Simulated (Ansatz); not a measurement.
# PbS (Pma2) in Ansatz: reference runs

Reference runs on PbS: the cell as given and a disturbed copy.

Everything below comes from runs of Ansatz 0.2.0. Logs are shortened: lines on timing, memory, paths and dates and some standing lists are left out, and cuts for length are marked.

## Step 1: The crystal as given

It takes space group Pma2 (No. 28, orthorhombic). The conventional cell has a = 7.004 Å, b = 6.146 Å, c = 6.277 Å, α = 90.00°, β = 90.00°, γ = 90.00°. Pb (site symmetry m) has 3 S at 2.66 to 2.82 Å as nearest neighbours. Pb (site symmetry m) has 3 S at 2.61 to 2.71 Å as nearest neighbours. S (site symmetry m) has 2 Pb at 2.61 to 2.66 Å as nearest neighbours. Around S (site symmetry 2) lie 4 Pb at 2.71 to 2.82 Å.

Measurements of this composition are mostly on another form, of space group No. 225.

## Step 2: Single point, PBE

File input.yaml:

```yaml
crystal:
  lattice:
    - [7.003867, 0.0, 0.0]
    - [0.0, 6.145872, 0.0]
    - [0.0, 0.0, 6.277372]
  atoms:
    - { symbol: Pb, position: [0.25, 0.8356, 0.546534] }
    - { symbol: Pb, position: [0.75, 0.1644, 0.546534] }
    - { symbol: Pb, position: [0.75, 0.694628, 0.000899] }
    - { symbol: Pb, position: [0.25, 0.305372, 0.000899] }
    - { symbol: S, position: [0.75, 0.753132, 0.412083] }
    - { symbol: S, position: [0.25, 0.246868, 0.412083] }
    - { symbol: S, position: [0.5, 0.0, 0.860383] }
    - { symbol: S, position: [0.0, 0.0, 0.860383] }
hamiltonian:
  xc: pbe
  pseudopotentials: { kind: paw }
kpoints:
  mp_grid: { grid: [4, 5, 5] }
scf:
  occupations: { method: fermi_dirac, width: 0.05 }
output:
  forces: true
  stress: true
  eigenvalues: true
```

Potentials or basis: Ansatz PAW.

Started as:

```bash
$ ansatz run input.yaml --threads 4 --pin off --max-ram 10240MiB --backend cpu --events-out ev --progress --plain --runs-dir out
```

What it wrote:

```text
Warning: RAYON_NUM_THREADS=4 ignored (pool sized by the plan → 4); use --threads N
Engine: ansatz 0.2.0, aarch64-unknown-linux-gnu
Pseudopotentials: kind: paw
Pseudopotential: Pb, paw, valence charge 14, recommended cutoff 420 eV (normal), Pb.paw.azcp
Pseudopotential: S, paw, valence charge 6, recommended cutoff 420 eV (normal), S.paw.azcp
Functional definition: PBE
  parameter kappa = 0.804
  parameter beta = 0.06672455060314922
  exchange = pbe_x(kappa = kappa, mu = beta*pi^2/3)
  correlation = pbe_c(beta = beta)
Crystal: 8 atoms, lattice volume = 270.209 Å³
Basis set: ecut = 420 eV, 5279 PW (Γ), exchange–correlation on 96×90×90 points (8 copies of the dense FFT grid, shifted against one another)
Bands: 48, of which v1, the nominal top of the filled ones, is band 40 counted from 1 (39 counted from 0)
Symmetry: 4 space group operations
Space group: Pma2 (ITA 28), of the structure as read, at distance tolerance 6.5e-5 Å
k-points: 27 of 100 (time reversal used)
Non-local potential: Pb, projectors of the file, l = 0: 2, l = 1: 2, l = 2: 2, l = 3: 2
Non-local potential: S, projectors of the file, l = 0: 2, l = 1: 2, l = 2: 2
PAW form: soft (Blöchl's): semilocal exchange-correlation on the pseudo side does not see the compensation charge
PAW one-centre angular grid: Pb, 590 points (default); XC on 64 Gauss nodes
PAW one-centre angular grid: S, 110 points (default); XC on 64 Gauss nodes
Initial density: superposition of atomic densities (neutral atoms: chi_scale 0, normalization atom), corrected by the library's trained network
Initial wavefunctions: pseudopotential atomic-orbital guess
Functional: x = pbe(κ = 0.804, μ = 0.2195149727645171), c = pbe(β = 0.06672455060314922)
SCF iter   1: F=—  HF=-51236.927587 eV  |F-HF|=—  |Δ(HF+E_count)|=         —  Δρ=1.67e-3  dr2=1.61e-2  ethr=1.77e-3  ⟨swp⟩=7.7  Hψ=5709  notcnv=0
preconditioner: auto → Resta (q_TF=auto, 2.227 Å⁻¹)  ε∞=3.2  [insulator: Δε(μ)=1.328 eV  Ē_g=13.647 eV  σ=0.050 eV  W_gap=1.00  n_scr=44 (ndim 8)  ℏωp=20.2 eV  f_vac=0.082  D(μ)=0.00/eV (n_scr^D=0)  ε∞_Penn≈3.2]
SCF iter   2: F=—  HF=-51236.926747 eV  |F-HF|=—  |Δ(HF+E_count)|=   8.40e-4  Δρ=8.17e-4  dr2=2.80e-3  ethr=2.01e-5  ⟨swp⟩=2.1  Hψ=2219  notcnv=0  defer=9
SCF iter   3: F=—  HF=-51236.926818 eV  |F-HF|=—  |Δ(HF+E_count)|=   7.11e-5  Δρ=2.94e-4  dr2=4.57e-4  ethr=3.50e-6  ⟨swp⟩=2.0  Hψ=1585  notcnv=0  defer=3
automatic band count: iteration 3 solves 47 bands in place of 48: the levels show a gap, and the empty bands left out lie too high to hold charge; the band table lists the bands solved (type scf.n_extra_bands for more)
SCF iter   4: F=—  HF=-51236.926877 eV  |F-HF|=—  |Δ(HF+E_count)|=   5.94e-5  Δρ=1.18e-4  dr2=7.48e-5  ethr=5.72e-7  ⟨swp⟩=2.0  Hψ=1620  notcnv=0  defer=3
SCF iter   5: F=—  HF=-51236.927082 eV  |F-HF|=—  |Δ(HF+E_count)|=   2.04e-4  Δρ=4.06e-5  dr2=5.81e-6  ethr=9.35e-8  ⟨swp⟩=2.0  Hψ=1694  notcnv=0  defer=3
SCF iter   6: F=—  HF=-51236.927090 eV  |F-HF|=—  |Δ(HF+E_count)|=   8.83e-6  Δρ=7.48e-6  dr2=3.21e-7  ethr=7.26e-9  ⟨swp⟩=2.0  Hψ=1744  notcnv=0  defer=3
SCF iter   7: F=-51236.927091 eV  HF=-51236.927091 eV  |F-HF|=3.46e-8  |Δ(HF+E_count)|=   5.31e-7  Δρ=2.75e-6  dr2=3.07e-8  ethr=1.25e-10  ⟨swp⟩=9.6  Hψ=6508  notcnv=0
SCF 1 converged in 7 iterations: F = -51236.927091 eV  dr2 = 3.07e-8
SCF converged after 7 iterations
Free energy (F): -51236.927091 eV
Harris-Foulkes:  -51236.927091 eV  (|F-HF|=3.46e-8)
Internal energy: -51236.927091 eV  (E = F + TS)
E sigma→0 (E₀):  -51236.927091 eV
Entropy (-TS):   -0.000000 eV (-0.000 meV/atom)
Fermi energy:    5.433686 eV
--- Per-component energies (eV) ---
  E_band       = -452.604653
  E_kinetic    = 1573.799301
  E_local      = -6235.130143  (includes V_loc(G=0)·N_el)
  E_nonlocal   = 1514.522259
  E_hartree    = 2461.209601
  E_xc         = -1268.876171
  E_vxc        = -875.240552  (∫ρ·V_xc dr)
  E_paw        = -44020.376124  (= ΣΔE_a)
  E_vpaw       = -1352.975441  (= ΣTr[D̂ρ^β])
  E_aug_tail   = 0.000200  (compensation charges beyond the density's cutoff)
  E_ewald      = -5262.076013
  E_smearing   = -0.000000  (= −TS)
  E_closure    = 0.000000  (closes the sum)
  Σ components = -51236.927091   (vs F -51236.927091, Δ=0.00e0)
--- Forces (eV/Å), atoms counted from 1 ---
  atom   1  Pb     0.00000000    -0.02651029    -0.01573680
  atom   2  Pb     0.00000000     0.02651029    -0.01573680
  atom   3  Pb     0.00000000    -0.05814244    -0.02923732
  atom   4  Pb     0.00000000     0.05814244    -0.02923732
  atom   5  S      0.00000000    -0.03877043     0.02820664
  atom   6  S      0.00000000     0.03877043     0.02820664
  atom   7  S      0.00000000     0.00000000     0.01676430
  atom   8  S      0.00000000    -0.00000000     0.01676430
  max |Σ_I F_I| component: 6.36e-6 eV/Å
--- Stress (GPa, compression-positive) ---
        0.106629       0.000000       0.000000
        0.000000       0.114275       0.000000
        0.000000       0.000000       0.192185
  P = ⅓ Tr σ = 0.1377 GPa (1.377 kbar)
--- Band table (eV; the first three rows and the last of 27) ---
  k-point 0: bands = ["-11.6050", "-11.5312", "-11.5157", "-11.5049", "-11.4797", "-11.4769", "-11.4354", "-11.4154", "-11.4128", "-11.4056", "-11.3999", "-11.3749", "-11.3699", "-11.3679", "-11.3501", "-11.3434", "-11.3368", "-11.2970", "-11.2956", "-11.2927", "-7.9370", "-6.4332", "-6.3792", "-6.1254", "-2.9454", "-2.6776", "-2.3843", "-0.9838", "1.5047", "2.1850", "2.2210", "2.2689", "2.6203", "2.7537", "3.2321", "3.2330", "3.6297", "4.1227", "4.3383", "4.5750", "6.7094", "7.0254", "7.6774", "7.7174", "8.6864", "8.7986", "8.8357"]
  k-point 1: bands = ["-11.6049", "-11.5248", "-11.5157", "-11.5012", "-11.4786", "-11.4750", "-11.4337", "-11.4154", "-11.4116", "-11.4040", "-11.4020", "-11.3755", "-11.3707", "-11.3701", "-11.3569", "-11.3442", "-11.3370", "-11.2972", "-11.2969", "-11.2939", "-7.8637", "-6.4293", "-6.3549", "-6.2923", "-2.9572", "-2.7381", "-2.2221", "-1.1887", "1.7551", "1.9567", "2.3169", "2.4078", "2.5783", "2.7162", "3.3630", "3.5992", "3.8870", "4.0796", "4.2859", "4.3747", "6.4885", "6.5423", "7.8550", "7.8916", "8.5119", "8.8610", "8.9263"]
  k-point 2: bands = ["-11.6047", "-11.5157", "-11.5136", "-11.4958", "-11.4760", "-11.4707", "-11.4305", "-11.4155", "-11.4103", "-11.4059", "-11.4013", "-11.3761", "-11.3761", "-11.3703", "-11.3690", "-11.3454", "-11.3371", "-11.2999", "-11.2968", "-11.2959", "-7.7121", "-6.5791", "-6.4231", "-6.3131", "-3.2481", "-2.2546", "-2.1073", "-1.6768", "1.7137", "2.0106", "2.4048", "2.5098", "2.8236", "3.1431", "3.3566", "3.9295", "3.9494", "4.1426", "4.2386", "4.2564", "6.0567", "6.2835", "7.4452", "7.6410", "8.3058", "8.8715", "9.1087"]
  k-point 26: bands = ["-11.5698", "-11.5696", "-11.5004", "-11.4987", "-11.4709", "-11.4705", "-11.4225", "-11.4224", "-11.4112", "-11.4105", "-11.3959", "-11.3959", "-11.3668", "-11.3665", "-11.3592", "-11.3588", "-11.3107", "-11.3106", "-11.2963", "-11.2959", "-7.1671", "-7.1658", "-6.3986", "-6.3955", "-2.6820", "-2.6256", "-2.2565", "-2.1927", "2.0721", "2.0805", "2.3703", "2.4602", "3.1187", "3.2287", "3.7864", "3.8390", "4.1380", "4.1823", "4.4642", "4.4881", "6.7224", "6.7603", "7.4764", "7.5822", "7.9847", "8.0551", "8.7646"]
```

It took 5.8 s on 4 threads of Arm Neoverse V2, shared host; peak memory 0.68 GiB.

What came out:

```yaml
Free_energy: -51236.9271 eV
Pressure: 0.1 GPa
Largest_force: 0.065 eV/Å
Band_gap_on_the_k_mesh: 1.28 eV, indirect (least direct gap 1.80 eV)
```

Forces on the atoms (eV/Å):
```
Pb   0.000 -0.027 -0.016
Pb   0.000  0.027 -0.016
Pb   0.000 -0.058 -0.029
Pb   0.000  0.058 -0.029
S    0.000 -0.039  0.028
S    0.000  0.039  0.028
S    0.000  0.000  0.017
S    0.000  0.000  0.017
```

Caveat: odd divisions of the mesh miss points on the zone boundary, where band edges often lie, so the gap on the mesh can be too wide; spin-orbit coupling is left out, which as a rule narrows the gap of such compounds by several tenths of an eV.

## Step 3: Single point, PBE (atoms moved at random, drawn with an rms of 0.05 Å)

File input.yaml:

```yaml
crystal:
  lattice:
    - [7.003867, 0.0, 0.0]
    - [0.0, 6.145872, 0.0]
    - [0.0, 0.0, 6.277372]
  atoms:
    - { symbol: Pb, position: [0.255994, 0.841912, 0.543265] }
    - { symbol: Pb, position: [0.748732, 0.165999, 0.550264] }
    - { symbol: Pb, position: [0.754659, 0.693258, 0.005877] }
    - { symbol: Pb, position: [0.245913, 0.306774, 0.004074] }
    - { symbol: S, position: [0.749194, 0.76051, 0.414384] }
    - { symbol: S, position: [0.245746, 0.251315, 0.417602] }
    - { symbol: S, position: [0.502642, 0.005652, 0.867195] }
    - { symbol: S, position: [0.004655, -0.001367, 0.860064] }
hamiltonian:
  xc: pbe
  pseudopotentials: { kind: paw }
kpoints:
  mp_grid: { grid: [4, 5, 5] }
scf:
  occupations: { method: fermi_dirac, width: 0.05 }
output:
  forces: true
  stress: true
  eigenvalues: true
```

Potentials or basis: Ansatz PAW.

Started as:

```bash
$ ansatz run input.yaml --threads 4 --pin off --max-ram 10240MiB --backend cpu --events-out ev --progress --plain --runs-dir out
```

What it wrote:

```text
Warning: RAYON_NUM_THREADS=4 ignored (pool sized by the plan → 4); use --threads N
[... 9 set-up lines as earlier in the session ...]
Crystal: 8 atoms, lattice volume = 270.209 Å³
Basis set: ecut = 420 eV, 5279 PW (Γ), exchange–correlation on 96×90×90 points (8 copies of the dense FFT grid, shifted against one another)
Bands: 48, of which v1, the nominal top of the filled ones, is band 40 counted from 1 (39 counted from 0)
Symmetry: 1 space group operations
Space group: P1 (ITA 1), of the structure as read, at distance tolerance 6.5e-5 Å
k-points: 51 of 100 (time reversal used)
[... 8 set-up lines as earlier in the session ...]
SCF iter   1: F=—  HF=-51236.914395 eV  |F-HF|=—  |Δ(HF+E_count)|=         —  Δρ=1.65e-3  dr2=1.57e-2  ethr=1.77e-3  ⟨swp⟩=7.5  Hψ=10737  notcnv=0
preconditioner: auto → Resta (q_TF=auto, 2.227 Å⁻¹)  ε∞=3.2  [insulator: Δε(μ)=1.308 eV  Ē_g=13.644 eV  σ=0.050 eV  W_gap=1.00  n_scr=44 (ndim 8)  ℏωp=20.2 eV  f_vac=0.081  D(μ)=0.00/eV (n_scr^D=0)  ε∞_Penn≈3.2]
SCF iter   2: F=—  HF=-51236.913195 eV  |F-HF|=—  |Δ(HF+E_count)|=   1.20e-3  Δρ=8.11e-4  dr2=2.87e-3  ethr=1.96e-5  ⟨swp⟩=2.2  Hψ=4502  notcnv=0  defer=24
SCF iter   3: F=—  HF=-51236.913251 eV  |F-HF|=—  |Δ(HF+E_count)|=   5.56e-5  Δρ=2.92e-4  dr2=4.62e-4  ethr=3.59e-6  ⟨swp⟩=2.0  Hψ=3038  notcnv=0  defer=10
automatic band count: iteration 3 solves 47 bands in place of 48: the levels show a gap, and the empty bands left out lie too high to hold charge; the band table lists the bands solved (type scf.n_extra_bands for more)
SCF iter   4: F=—  HF=-51236.913294 eV  |F-HF|=—  |Δ(HF+E_count)|=   4.36e-5  Δρ=1.19e-4  dr2=7.67e-5  ethr=5.78e-7  ⟨swp⟩=2.0  Hψ=3068  notcnv=0  defer=10
SCF iter   5: F=—  HF=-51236.913454 eV  |F-HF|=—  |Δ(HF+E_count)|=   1.60e-4  Δρ=3.97e-5  dr2=5.54e-6  ethr=9.58e-8  ⟨swp⟩=2.0  Hψ=3182  notcnv=0  defer=10
SCF iter   6: F=—  HF=-51236.913462 eV  |F-HF|=—  |Δ(HF+E_count)|=   8.45e-6  Δρ=7.35e-6  dr2=2.86e-7  ethr=6.93e-9  ⟨swp⟩=2.0  Hψ=3320  notcnv=0  defer=10
SCF iter   7: F=-51236.913463 eV  HF=-51236.913463 eV  |F-HF|=2.63e-8  |Δ(HF+E_count)|=   5.01e-7  Δρ=3.02e-6  dr2=4.17e-8  ethr=1.25e-10  ⟨swp⟩=9.3  Hψ=12263  notcnv=0
SCF 1 converged in 7 iterations: F = -51236.913463 eV  dr2 = 4.17e-8
SCF converged after 7 iterations
Free energy (F): -51236.913463 eV
Harris-Foulkes:  -51236.913463 eV  (|F-HF|=2.63e-8)
Internal energy: -51236.913463 eV  (E = F + TS)
E sigma→0 (E₀):  -51236.913463 eV
Entropy (-TS):   -0.000000 eV (-0.000 meV/atom)
Fermi energy:    5.417794 eV
--- Per-component energies (eV) ---
  E_band       = -452.514590
  E_kinetic    = 1573.908745
  E_local      = -6235.502649  (includes V_loc(G=0)·N_el)
  E_nonlocal   = 1514.536490
  E_hartree    = 2461.432143
  E_xc         = -1268.886041
  E_vxc        = -875.256415  (∫ρ·V_xc dr)
  E_paw        = -44020.430990  (= ΣΔE_a)
  E_vpaw       = -1353.066308  (= ΣTr[D̂ρ^β])
  E_aug_tail   = 0.000200  (compensation charges beyond the density's cutoff)
  E_ewald      = -5261.971360
  E_smearing   = -0.000000  (= −TS)
  E_closure    = 0.000000  (closes the sum)
  Σ components = -51236.913463   (vs F -51236.913463, Δ=0.00e0)
--- Forces (eV/Å), atoms counted from 1 ---
  atom   1  Pb     0.03501968    -0.10785279     0.11128849
  atom   2  Pb     0.07079723     0.18583159     0.05327089
  atom   3  Pb    -0.07698136     0.11898926    -0.11574036
  atom   4  Pb     0.07200465     0.08625707    -0.01308259
  atom   5  S     -0.01689478    -0.20735065     0.02540573
  atom   6  S      0.01187793     0.14302407    -0.06680104
  atom   7  S      0.03252984    -0.13127810    -0.01883324
  atom   8  S     -0.12835179    -0.08761760     0.02448757
  max |Σ_I F_I| component: 4.55e-6 eV/Å
--- Stress (GPa, compression-positive) ---
        0.031634       0.215801      -0.090729
        0.215801       0.375425       0.005757
       -0.090729       0.005757       0.120694
  P = ⅓ Tr σ = 0.1759 GPa (1.759 kbar)
--- Band table (eV; the first three rows and the last of 51) ---
  k-point 0: bands = ["-11.6110", "-11.5537", "-11.5222", "-11.5126", "-11.5008", "-11.4688", "-11.4573", "-11.4358", "-11.4172", "-11.4014", "-11.3906", "-11.3655", "-11.3608", "-11.3542", "-11.3443", "-11.3299", "-11.3215", "-11.2825", "-11.2815", "-11.2772", "-7.9167", "-6.4262", "-6.3923", "-6.1448", "-2.9586", "-2.6758", "-2.3456", "-0.9875", "1.5043", "2.1700", "2.1952", "2.3038", "2.6282", "2.7426", "3.2219", "3.2323", "3.6503", "4.1721", "4.3178", "4.5617", "6.6608", "7.0340", "7.6954", "7.7388", "8.6498", "8.7869", "8.8671"]
  k-point 1: bands = ["-11.6109", "-11.5487", "-11.5222", "-11.5104", "-11.4970", "-11.4674", "-11.4567", "-11.4347", "-11.4166", "-11.4002", "-11.3922", "-11.3668", "-11.3628", "-11.3544", "-11.3508", "-11.3304", "-11.3215", "-11.2837", "-11.2819", "-11.2781", "-7.8398", "-6.4122", "-6.3827", "-6.3121", "-2.9498", "-2.7462", "-2.1901", "-1.1930", "1.7549", "1.9454", "2.3463", "2.3838", "2.5832", "2.7138", "3.3579", "3.5955", "3.8917", "4.1098", "4.2839", "4.3590", "6.4285", "6.5960", "7.8396", "7.9109", "8.5070", "8.8680", "8.9127"]
  k-point 2: bands = ["-11.6107", "-11.5406", "-11.5223", "-11.5067", "-11.4904", "-11.4638", "-11.4557", "-11.4329", "-11.4154", "-11.3985", "-11.3952", "-11.3705", "-11.3663", "-11.3609", "-11.3547", "-11.3310", "-11.3217", "-11.2862", "-11.2823", "-11.2792", "-7.6775", "-6.6182", "-6.3949", "-6.3457", "-3.2364", "-2.2609", "-2.0747", "-1.6836", "1.6995", "2.0123", "2.4419", "2.5061", "2.8245", "3.1286", "3.3549", "3.8999", "3.9546", "4.1462", "4.2125", "4.2779", "6.0299", "6.3239", "7.4440", "7.6498", "8.3184", "8.8715", "9.0891"]
  k-point 50: bands = ["-11.5888", "-11.5714", "-11.5290", "-11.5024", "-11.4936", "-11.4654", "-11.4535", "-11.4346", "-11.4150", "-11.4015", "-11.3868", "-11.3797", "-11.3604", "-11.3569", "-11.3471", "-11.3440", "-11.2967", "-11.2944", "-11.2831", "-11.2791", "-7.3086", "-7.2704", "-6.2307", "-6.1983", "-2.9495", "-2.8971", "-1.8446", "-1.7696", "1.7547", "1.8015", "2.2899", "2.3614", "3.0331", "3.1199", "3.7356", "3.7904", "4.0382", "4.0700", "4.4911", "4.4957", "6.8032", "6.9105", "7.4945", "7.6117", "8.0708", "8.3987", "8.6314"]
```

Wall time 11 s (4 threads of Arm Neoverse V2, shared host); peak memory 0.83 GiB.

Results:

* Free energy: -51236.9135 eV
* Pressure: 0.2 GPa
* Largest force: 0.210 eV/Å
* Band gap on the k mesh: 1.26 eV, indirect (least direct gap 1.75 eV)

Forces in eV/Å, atoms in the order of the input:
```
Pb   0.035 -0.108  0.111
Pb   0.071  0.186  0.053
Pb  -0.077  0.119 -0.116
Pb   0.072  0.086 -0.013
S   -0.017 -0.207  0.025
S    0.012  0.143 -0.067
S    0.033 -0.131 -0.019
S   -0.128 -0.088  0.024
```

Stress tensor (GPa, compression positive):
```
 0.03  0.22 -0.09
 0.22  0.38  0.01
-0.09  0.01  0.12
```

Levels at points of the mesh, in eV from the valence-band top:
```csv
k point,band 37,band 38,band 39,band 40,band 41,band 42,band 43,band 44
"(0.00, 0.00, 0.00)",-1.12,-0.60,-0.46,-0.21,1.89,2.26,2.92,2.97
"(-0.50, 0.00, 0.00)",-1.04,-1.00,-0.65,-0.61,2.87,2.87,3.35,3.37
```

Caveat: odd divisions of the mesh miss points on the zone boundary, where band edges often lie, so the gap on the mesh can be too wide; spin-orbit coupling is left out, which as a rule narrows the gap of such compounds by several tenths of an eV.
